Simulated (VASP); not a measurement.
# Li8F7 (a cell with a defect) in VASP: further runs

Runs on Li8F7 (a cell with a defect). Level: PBE. Tasks: single point.

Program: VASP 6.6.1. These are calculated values, not measurements. Logs are shortened: lines on timing, memory, paths and dates and some standing lists are left out, and cuts for length are marked.

### 1 The structure

The cell holds a defect, 15 atoms: a = 5.637 Å, b = 5.637 Å, c = 5.637 Å, α = 60.00°, β = 60.00°, γ = 60.00°.

### 2 Single point, PBE

INCAR

```
  ALGO = Normal
  EDIFF = 1E-6
  ENCUT = 520
  GGA = PE
  ISIF = 2
  ISMEAR = -1
  LASPH = True
  LCHARG = False
  LREAL = Auto
  LWAVE = False
  NBANDS = 50
  NELM = 100
  PREC = Accurate
  SIGMA = 0.05
```

KPOINTS

```
k-points
0
Gamma
  3 3 3
```

POSCAR

```
Li8F7
1.0
    0.0000000000      3.9860861000      3.9860861000
    3.9860861000      0.0000000000      3.9860861000
    3.9860861000      3.9860861000      0.0000000000
Li F
8 7
Direct
    0.0022981189      0.0011260419     -0.0003250055
    0.0057506284      0.0043291840      0.4962932186
    0.0052156425      0.4981219548      0.0030235172
    0.0053738177      0.4980034174      0.4963584454
    0.4989686500      0.0048039605      0.0028393767
    0.4988113528      0.0047833889      0.4965482306
    0.4987330806      0.4978924063      0.0031060543
    0.5024192779      0.5014835229      0.4994544649
    0.2522317569      0.2511359451      0.2498788222
    0.2518797825      0.2513649918      0.7500476470
    0.2521674080      0.7509930606      0.2499833107
    0.2522951022      0.7511024411      0.7499110468
    0.7521416810      0.2512122104      0.2499031569
    0.7522967203      0.2511020773      0.7497335544
    0.7520758270      0.7512537173      0.2497911422
```

Potentials or basis: VASP PAW PBE potentials, release 64 (Li_sv, F).

Launch:

```
$ cat potpaw_PBE.64/Li_sv/POTCAR potpaw_PBE.64/F/POTCAR > POTCAR
$ mpirun -np 1 vasp_std > vasp.out
```

OUTCAR:

```text
EDIFF = 1E-6
   ENCUT = 520
   GGA = PE
   ISIF = 2
   ISMEAR = -1
   LASPH = True
   LREAL = Auto
   NELM = 100
   PREC = Accurate

 ion  position               nearest neighbor table
   1  0.002  0.001  1.000-  12 1.99  10 1.99  14 1.99  15 1.99  11 1.99  13 1.99
   2  0.006  0.004  0.496-   9 1.97  11 1.99  13 1.99  12 1.99  14 1.99
   3  0.005  0.498  0.003-   9 1.97  10 1.99  15 1.99  13 1.99  12 1.99
   4  0.005  0.498  0.496-   9 1.97  11 1.99  15 1.99  14 1.99  10 1.99
   5  0.499  0.005  0.003-   9 1.97  14 1.99  10 1.99  15 1.99  11 2.00
   6  0.499  0.005  0.497-   9 1.97  13 1.99  10 1.99  12 1.99  15 1.99
   7  0.499  0.498  0.003-   9 1.97  12 1.99  11 1.99  14 1.99  13 1.99
   8  0.502  0.501  0.499-  15 1.99  11 1.99  13 1.99  12 1.99  14 1.99  10 2.00
   9  0.252  0.251  0.250-   6 1.97   7 1.97   2 1.97   4 1.97   5 1.97   3 1.97
  10  0.252  0.251  0.750-   3 1.99   1 1.99   5 1.99   6 1.99   4 1.99   8 2.00
  11  0.252  0.751  0.250-   2 1.99   8 1.99   4 1.99   7 1.99   1 1.99   5 2.00
  12  0.252  0.751  0.750-   7 1.99   1 1.99   8 1.99   3 1.99   2 1.99   6 1.99
  13  0.752  0.251  0.250-   6 1.99   8 1.99   3 1.99   2 1.99   7 1.99   1 1.99
  14  0.752  0.251  0.750-   5 1.99   1 1.99   4 1.99   8 1.99   7 1.99   2 1.99
  15  0.752  0.751  0.250-   8 1.99   4 1.99   3 1.99   1 1.99   5 1.99   6 1.99

  LATTYP: Found a face centered cubic cell.
 ALAT       =     7.9721722000

  Lattice vectors:

 A1 = (   0.0000000000,   3.9860861000,   3.9860861000)
 A2 = (   3.9860861000,   0.0000000000,   3.9860861000)
 A3 = (   3.9860861000,   3.9860861000,   0.0000000000)

Analysis of symmetry for initial positions (statically):
=====================================================================
 Subroutine PRICEL returns:
 Original cell was already a primitive cell.

 Routine SETGRP: Setting up the symmetry group for a
 face centered cubic supercell.

 Subroutine GETGRP returns: Found  1 space group operations
 (whereof  1 operations were pure point group operations)
 out of a pool of 48 trial point group operations.

The static configuration has the point symmetry C_1 .

Analysis of symmetry for dynamics (positions and initial velocities):
=====================================================================
 Subroutine PRICEL returns:
 Original cell was already a primitive cell.

 Routine SETGRP: Setting up the symmetry group for a
 face centered cubic supercell.

 Subroutine GETGRP returns: Found  1 space group operations
 (whereof  1 operations were pure point group operations)
 out of a pool of 48 trial point group operations.

The dynamic configuration has the point symmetry C_1 .

 Subroutine INISYM returns: Found  1 space group operations
 (whereof  1 operations are pure point group operations),
 and found     1 'primitive' translations

----------------------------------------------------------------------------------------

                                     Primitive cell

  volume of cell :     126.6689

  direct lattice vectors                    reciprocal lattice vectors
     0.000000000  3.986086100  3.986086100    -0.125436327  0.125436327  0.125436327
     3.986086100  0.000000000  3.986086100     0.125436327 -0.125436327  0.125436327
     3.986086100  3.986086100  0.000000000     0.125436327  0.125436327 -0.125436327

  length of vectors
     5.637177023  5.637177023  5.637177023     0.217262092  0.217262092  0.217262092

  position of ions in fractional coordinates (direct lattice)
     0.002298119  0.001126042  0.999674994
     0.005750628  0.004329184  0.496293219
     0.005215642  0.498121955  0.003023517
     0.005373818  0.498003417  0.496358445
     0.498968650  0.004803960  0.002839377
     0.498811353  0.004783389  0.496548231
     0.498733081  0.497892406  0.003106054
     0.502419278  0.501483523  0.499454465
     0.252231757  0.251135945  0.249878822
     0.251879782  0.251364992  0.750047647
     0.252167408  0.750993061  0.249983311
     0.252295102  0.751102441  0.749911047
     0.752141681  0.251212210  0.249903157
     0.752296720  0.251102077  0.749733554
     0.752075827  0.751253717  0.249791142

  ion indices of the primitive-cell ions
   primitive index   ion index
                 1           1
                 2           2
                 3           3
                 4           4
                 5           5
                 6           6
                 7           7
                 8           8
                 9           9
                10          10
                11          11
                12          12
                13          13
                14          14
                15          15

----------------------------------------------------------------------------------------

 KPOINTS: k-points

Automatic generation of k-mesh.
 Grid dimensions read from file:
 generate k-points for:    3    3    3

 Generating k-lattice:

  Cartesian coordinates                     Fractional coordinates (reciprocal lattice)
    -0.041812109  0.041812109  0.041812109     0.333333333  0.000000000  0.000000000
     0.041812109 -0.041812109  0.041812109     0.000000000  0.333333333  0.000000000
     0.041812109  0.041812109 -0.041812109     0.000000000  0.000000000  0.333333333

  Length of vectors
     0.072420697  0.072420697  0.072420697

  Shift w.r.t. Gamma in fractional coordinates (k-lattice)
     0.000000000  0.000000000  0.000000000

 Subroutine IBZKPT returns following result:
 ===========================================

 Found     14 irreducible k-points:

 Following reciprocal coordinates:
            Coordinates               Weight
  0.000000  0.000000  0.000000      1.000000
  0.333333  0.000000  0.000000      2.000000
  0.000000  0.333333  0.000000      2.000000
  0.000000  0.000000  0.333333      2.000000
  0.333333  0.333333  0.333333      2.000000
  0.333333  0.333333  0.000000      2.000000
  0.000000  0.333333  0.333333      2.000000
  0.333333  0.000000  0.333333      2.000000
 -0.333333  0.333333  0.000000      2.000000
  0.000000 -0.333333  0.333333      2.000000
  0.333333  0.000000 -0.333333      2.000000
  0.333333  0.333333 -0.333333      2.000000
 -0.333333  0.333333 -0.333333      2.000000
  0.333333 -0.333333 -0.333333      2.000000
   k-points           NKPTS =     14   k-points in BZ     NKDIM =     14   number of bands    NBANDS=     50
   number of dos      NEDOS =    301   number of ions     NIONS =     15
   total plane-waves  NPLWV =  74088
   dimension x,y,z NGX =    42 NGY =   42 NGZ =   42
   dimension x,y,z NGXF=    84 NGYF=   84 NGZF=   84
   ions per type =               8   7
   NGX,Y,Z   is equivalent  to a cutoff of  12.39, 12.39, 12.39 a.u.
   NGXF,Y,Z  is equivalent  to a cutoff of  24.77, 24.77, 24.77 a.u.
 SYSTEM =  unknown system
   PREC   = accura    normal or accurate (medium, high low for compatibility)
   ISTART =      0    job   : 0-new  1-cont  2-samecut
   ICHARG =      2    charge: 1-file 2-atom 10-const
   ISPIN  =      1    spin polarized calculation?
   LNONCOLLINEAR =      F non collinear calculations
   LSORBIT =      F    spin-orbit coupling
   LASPH  =      T    aspherical Exc in radial PAW
   ENCUT  =  520.0 eV  38.22 Ry    6.18 a.u.  10.48 10.48 10.48*2*pi/ulx,y,z
   NELM   =    100;   NELMIN=  2; NELMDL= -5     # of ELM steps
   EDIFF  = 0.1E-05   stopping-criterion for ELM
   LREAL  =      T    real-space projection
   EDIFFG = 0.1E-04   stopping-criterion for IOM
   NSW    =      0    number of steps for IOM
   IBRION =     -1    ionic relax: 0-MD 1-quasi-New 2-CG
   NFREE  =      0    steps in history (QN), initial steepest desc. (CG)
   ISIF   =      2    stress and relaxation
   ISYM   =      2    0-nonsym 1-usesym 2-fastsym
   POTIM  = 0.5000    time-step for ionic-motion
   TEBEG  =    0.0;   TEEND  =   0.0 temperature during run
   PSTRESS=    0.0 pullay stress
   NELECT =      73.0000    total number of electrons
   NUPDOWN=      -1.0000    fix difference up-down
   EMIN   =  10.00;   EMAX   =-10.00  energy-range for DOS
   EFERMI =   0.00;   METHOD = LEGACY
   ISMEAR =    -1;   SIGMA  =   0.05  broadening in eV -4-tet -1-fermi 0-gaus
   EFERMI_NEDOS =   21; number of points for ismear=-14 and -15
   IALGO  =     38    algorithm
   IMIX   =      4    mixing-type and parameters
     AMIX     =   0.40;   BMIX     =  1.00
     AMIX_MAG =   1.60;   BMIX_MAG =  1.00
  volume/ion in A,a.u.               =       8.44        56.99
  Fermi-wavevector in a.u.,A,eV,Ry     =   1.362362  2.574490 25.252815  1.856030
  Thomas-Fermi vector in A             =   2.488858
   LORBIT       =      0    0 simple, 1 ext, 2 COOP (PROOUT), +10 PAW based schemes
   GGA     = PE    functional components
   LHFCALC =     F    Hartree Fock is set to
   AEXX    =    0.0000 exact exchange contribution
   IVDW    =     0    specifies the selected vdW correction
   LEPSILON=     F    determine dielectric tensor
   LRPA    =     F    only Hartree local field effects (RPA)
 non-spin polarized calculation
  energy-cutoff  :      520.00
  volume of cell :      126.67
 maximum number of plane-waves:      3479
 NGX is ok and might be reduce to    42
   NGX = 21   NGY = 21   NGZ = 21

 number of electron      73.0000023 magnetization

 Free energy of the ion-electron system (eV)
  ---------------------------------------------------
  ext. energy  EPLUGINS =         0.00000000
  ---------------------------------------------------
  free energy    TOTEN  =       -67.94354883 eV

  energy without entropy =      -67.92863416  energy(sigma->0) =      -67.93609149

 E-fermi :   5.3584     XC(G=0):  -9.8392

 val. band max:        5.3059042555   @ k =   0.3333   0.3333   0.0000
 cond. band min:       5.6118328979   @ k =  -0.3333   0.3333  -0.3333
 fundamental gap:      0.3059286424
 Fermi energy:         5.3583804078

 k-point     1 :       0.0000    0.0000    0.0000
  band No.  band energies     occupation
      1     -42.0553      2.00000
      2     -41.9924      2.00000
      3     -41.9921      2.00000
      4     -41.9919      2.00000
      5     -41.9833      2.00000
      6     -41.9758      2.00000
[... 40 lines left out ...]
     47      14.8730      0.00000
     48      15.3822      0.00000

 k-point     2 :       0.3333    0.0000    0.0000
  band No.  band energies     occupation
      1     -42.0394      2.00000
      2     -42.0065      2.00000
      3     -41.9883      2.00000
      4     -41.9880      2.00000
      5     -41.9806      2.00000
      6     -41.9796      2.00000
[... 40 lines left out ...]
     47      14.5394      0.00000
     48      15.0381      0.00000

 k-point     3 :       0.0000    0.3333    0.0000
  band No.  band energies     occupation
      1     -42.0394      2.00000
      2     -42.0065      2.00000
      3     -41.9883      2.00000
      4     -41.9880      2.00000
      5     -41.9806      2.00000
      6     -41.9796      2.00000
[... 550 lines left out ...]
     47      14.2667      0.00000
     48      14.6667      0.00000

 k-point    14 :       0.3333   -0.3333   -0.3333
  band No.  band energies     occupation
      1     -42.0195      2.00000
      2     -42.0077      2.00000
      3     -42.0060      2.00000
      4     -41.9891      2.00000
      5     -41.9847      2.00000
      6     -41.9784      2.00000
[... 40 lines left out ...]
     47      14.2664      0.00000
     48      14.6673      0.00000
 [bands above 48 left out]

------------------------ aborting loop because EDIFF is reached ----------------------------------------

  FORCE on cell =-STRESS in cart. coord.  units (eV):
  Direction    XX          YY          ZZ          XY          YZ          ZX
  --------------------------------------------------------------------------------------
  -------------------------------------------------------------------------------------
  Total        4.0943702      4.0934305      4.0909601     -0.0028649     -0.0007018     -0.0024894
  in kB       51.7878245     51.7759384     51.7446924     -0.0362369     -0.0088762     -0.0314874
  external PRESSURE =      51.7694851 kB  Pullay stress =       0.0000000 kB

 VOLUME and BASIS-vectors are now :
 -----------------------------------------------------------------------------
  energy-cutoff  :      520.00
  volume of cell :      126.67
      direct lattice vectors                 reciprocal lattice vectors
     0.000000000  3.986086100  3.986086100    -0.125436327  0.125436327  0.125436327
     3.986086100  0.000000000  3.986086100     0.125436327 -0.125436327  0.125436327
     3.986086100  3.986086100  0.000000000     0.125436327  0.125436327 -0.125436327

 POSITION                                       TOTAL-FORCE (eV/Angst)
 -----------------------------------------------------------------------------------
      3.98928      3.99395      0.01365         0.002903     -0.001041      0.001667
      1.99552      2.00119      0.04018         0.004492     -0.001203     -0.003701
      1.99761      0.03284      2.00635        -0.003148      0.002227      0.000095
      3.96361      1.99995      2.00650         0.003945      0.003035     -0.001499
      0.03047      2.00025      2.00808         0.000895     -0.000413     -0.004011
      1.99835      3.96759      2.00737        -0.001848      0.003022     -0.001781
      1.99702      2.00037      3.97264        -0.001109      0.001347      0.002710
      3.98983      3.99356      4.00164         0.000933      0.001271     -0.005845
      1.99709      2.00146      2.00647        -0.000512     -0.002952     -0.000259
      3.99172      3.99377      2.00598        -0.005738      0.001380      0.003501
      3.98998      2.00162      3.99868         0.000024     -0.003679      0.004151
      5.98317      3.99488      3.99963         0.000332     -0.003061      0.000583
      1.99749      3.99424      3.99945        -0.002743     -0.000882      0.000075
      3.98942      5.98722      3.99963         0.002292     -0.000702      0.000370
      3.99025      3.99353      5.99240        -0.000717      0.001650      0.003944
 -----------------------------------------------------------------------------------
    total drift:                               -0.014549     -0.000803      0.011112

  FREE ENERGIE OF THE ION-ELECTRON SYSTEM (eV)
  ---------------------------------------------------
  free  energy   TOTEN  =       -67.9435488321 eV

  energy  without entropy=      -67.9286341559  energy(sigma->0) =      -67.93609149
```

Wall time 96 s (1 thread of Intel Xeon Platinum 8488C (Sapphire Rapids), shared host); peak memory 0.26 GiB.

What came out:

- Free energy: -67.9435 eV
- Largest force: 0.007 eV/Å
- Band gap on the k mesh: none (metal or under the smearing width)

Forces in eV/Å, atoms in the order of the input:
```
Li   0.003 -0.001  0.002
Li   0.004 -0.001 -0.004
Li  -0.003  0.002  0.000
Li   0.004  0.003 -0.001
Li   0.001  0.000 -0.004
Li  -0.002  0.003 -0.002
Li  -0.001  0.001  0.003
Li   0.001  0.001 -0.006
F   -0.001 -0.003  0.000
F   -0.006  0.001  0.004
F    0.000 -0.004  0.004
F    0.000 -0.003  0.001
F   -0.003 -0.001  0.000
F    0.002 -0.001  0.000
F   -0.001  0.002  0.004
```

Caveat: the k mesh is coarse (spacing up to 0.46 Å⁻¹), so the values aren't converged; the cutoff is under 1.25 times the usual one of these potentials, so pressure, stress and relaxed cells hold a basis-set (Pulay) error; an odd number of electrons without spin polarisation forces a metal; a magnetic or distorted state may lie lower.

### 3 Single point, PBE

INCAR

```
SYSTEM = Li8F7
PREC     = Accurate       ! precision mode
ENCUT    = 520            ! plane-wave cutoff, eV
EDIFF    = 1E-6           ! SCF threshold, eV
ISMEAR   = -1             ! smearing method
SIGMA    = 0.05           ! smearing width, eV
LREAL    = Auto         
LASPH    = .True.         ! aspherical terms in the spheres
NELM     = 100            ! most SCF steps
ALGO     = Normal         ! electronic algorithm
ISIF     = 2              ! what is computed and relaxed
LWAVE    = .False.        ! write WAVECAR
LCHARG   = .False.        ! write CHGCAR
GGA      = PE             ! functional
NBANDS   = 50             ! bands
```

KPOINTS

```
Automatic mesh
0
Gamma
  3 3 3
  0 0 0
```

POSCAR

```
Li8F7
1.0
    0.0000000000      3.9860861000      3.9860861000
    3.9860861000      0.0000000000      3.9860861000
    3.9860861000      3.9860861000      0.0000000000
Li F
8 7
Direct
    0.0276870587     -0.0164785703      0.0096621094
   -0.0018054051      0.0194966938      0.5035070617
   -0.0198998461      0.5149001924     -0.0055188221
   -0.0018003876      0.4831863767      0.5035017934
    0.5044814511      0.0343854840     -0.0028650911
    0.5072093149     -0.0121585432      0.5215000248
    0.5044696601      0.4683851410     -0.0028816487
    0.4920435612      0.5191945051      0.4739463606
    0.2488461050      0.2513320021      0.2528675936
    0.2476972336      0.2672331890      0.7373123476
    0.3675506407      0.7513283519      0.1341718384
    0.2477018748      0.7521392977      0.7373099643
    0.7644055907      0.2354403484      0.2540046739
    0.7526101857      0.2513362669      0.7490964633
    0.7644054653      0.7505322075      0.2540050502
```

Potentials or basis: VASP PAW PBE potentials, release 64 (Li_sv, F).

Launch:

```
$ cat potpaw_PBE.64/Li_sv/POTCAR potpaw_PBE.64/F/POTCAR > POTCAR
$ mpirun -np 1 vasp_std > vasp.out
```

Run time: 1.7 min. Hardware: 1 thread of Intel Xeon Platinum 8488C (Sapphire Rapids), shared host; peak memory 0.26 GiB.

Results (log left out):

| Quantity | Value |
| --- | --- |
| Free energy | -67.2877 eV |
| Largest force | 1.423 eV/Å |
| Band gap on the k mesh | none (metal or under the smearing width) |

Forces on the atoms (eV/Å):
```
Li  -0.034 -0.082  0.035
Li  -0.070 -0.002 -0.003
Li  -0.100  0.144  0.101
Li   0.000  0.000  0.068
Li  -0.221  0.000 -0.038
Li  -0.100 -0.144  0.100
Li   0.041  0.001  0.220
Li  -0.034  0.084  0.033
F   -0.056  0.000  0.055
F   -0.105  0.023  0.082
F    1.006 -0.001 -1.007
F   -0.081  0.024  0.106
F   -0.083 -0.023  0.106
F   -0.061  0.000  0.061
F   -0.102 -0.024  0.081
```

Levels at points of the mesh, in eV from the Fermi level:
| k point | band 35 | band 36 | band 37 | band 38 | band 39 | band 40 |
| --- | --- | --- | --- | --- | --- | --- |
| (0.00, 0.00, 0.00) | -7.06 | -6.96 | -0.92 | 2.86 | 3.46 | 4.13 |

Caveat: the k mesh is coarse (spacing up to 0.46 Å⁻¹), so the values aren't converged; the cutoff is under 1.25 times the usual one of these potentials, so pressure, stress and relaxed cells hold a basis-set (Pulay) error; an odd number of electrons without spin polarisation forces a metal; a magnetic or distorted state may lie lower.

(Part 1 of 3 ends here.)
